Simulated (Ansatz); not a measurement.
**What strain does to BN (R3m)**

A 2-atom cell of BN (R3m) from a materials database, relaxed with r2SCAN+rVV10 in Ansatz 0.2.0. Space group R3m (No. 160), trigonal; a = 2.500 Å, c = 9.760 Å in the conventional setting, 8.81 Å³ an atom. Around B lie 3 N at 1.44 Å; around N lie 3 B at 1.44 Å.

The axes x, y and z are those of this cell:
```
B N
1.0
     2.48825    0.00278   -0.24449
    -1.23448    2.16042    0.24453
    -0.92498   -0.90878    3.31341
B N
1 1
Cartesian
  1.2477 2.1502 -0.0203
  0.3161 -0.1996 3.2088
```

Unstrained: With PBE the valence top lies at k = (0.315, 0.383, 0.023) and the conduction bottom at Y₂, 4.133 eV higher; the smallest vertical gap, at k = (0.340, -0.660, 0.160), is 4.706 eV. A second conduction valley, at L₂, lies only 10 meV higher, so their order isn't settled. r2SCAN gives an indirect gap of 4.644 eV, from k = (0.315, 0.383, 0.023) to Y₂; the least direct gap is 5.344 eV at Γ–C (0.95 of the way from Γ). A second conduction valley, at L₂, lies only 11 meV higher, so their order isn't settled. HSE06 gives an indirect gap of 5.395 eV, from k = (0.315, 0.383, 0.023) to Y₂; the least direct gap is 6.112 eV at k = (0.340, -0.660, 0.160). A second conduction valley, at L₂, lies only 11 meV higher, so their order isn't settled. Meshes: PBE 12×12×12, r2SCAN 12×12×12, HSE06 8×8×8. Strains are changes of length per length. After each strain the atoms were relaxed again with r2SCAN+rVV10 within the symmetry that the strain leaves, so tilts or polar shifts that break it weren't tested; points keep the names that they have in the unstrained zone. Calculated for a static, non-magnetic cell.

Changes of the least gap in eV (an overlap counts as a negative gap):

| strain | volume change (%) | space group | PBE | r2SCAN | HSE06 | G0W0@PBE (mesh) |
| --- | --- | --- | --- | --- | --- | --- |
| uniaxial -0.32 % along x | -0.3 | P1 | +0.003 | +0.002 | +0.003 | +0.01 |
| biaxial +4.12 % in x and y, z held | +8.4 | Cm | -0.287 | -0.298 | -0.298 | – |
| isotropic -5.31 % on every length | -15.1 | Cm | +0.139 | +0.149 | +0.137 | +0.18 |
| uniaxial +3.73 % along z | +3.7 | Cm | +0.079 | +0.080 | +0.085 | – |

Unstrained, G0W0@PBE with 73 empty bands, a screening cutoff of 150 eV and an 8×8×8 mesh gives 5.67 eV on its mesh; the band count follows the volume. No extrapolation in bands, cutoff or mesh was made for G0W0.

Uniaxial -0.32 % along x, other directions held. HSE06: the gap goes from 5.395 to 5.398 eV (+0.003 eV); the edges go from (0.315, 0.383, 0.023) → Y₂ to (0.385, 0.310, 0.297) → L₂. Stress change with PBE, compression positive: xx +2.90, yy +0.69, zz +0.04, xz -0.28, yz +0.03 GPa.

Biaxial +4.12 % in x and y, z held. HSE06: the gap goes from 5.395 to 5.097 eV (-0.298 eV); the edges go from (0.315, 0.383, 0.023) → Y₂ to (0.328, 0.385, 0.057) → Y₂. Stress change with PBE, compression positive: xx -37.68, yy -38.01, zz -0.76, xy -0.29, xz +3.47, yz -2.01 GPa.

Isotropic -5.31 % on every length. HSE06: the gap goes from 5.395 to 5.532 eV (+0.137 eV); the edges go from (0.315, 0.383, 0.023) → Y₂ to (0.310, 0.388, 0.010) → Y₂. Stress change with PBE, compression positive: xx +81.61, yy +82.12, zz +4.50, xy +0.44, xz -7.66, yz +4.44 GPa.

Uniaxial +3.73 % along z, other directions held. HSE06: the gap goes from 5.395 to 5.480 eV (+0.085 eV); the edges go from (0.315, 0.383, 0.023) → Y₂ to (0.312, 0.315, -0.305) → L₂. Stress change with PBE, compression positive: xx -0.51, yy -0.36, zz -1.20, xy +0.13, xz -0.04, yz +0.02 GPa.

Where an edge lies off the special points, it is a point of the mesh or the k point where a search put PBE's edge or least direct gap, reused for the other functionals, whose own edges may lie a little apart.

Coordinates of k points refer to the reciprocal vectors of the primitive cell of the runs.

The meshes of the hybrids are coarse, so their gaps aren't converged to the digits shown.
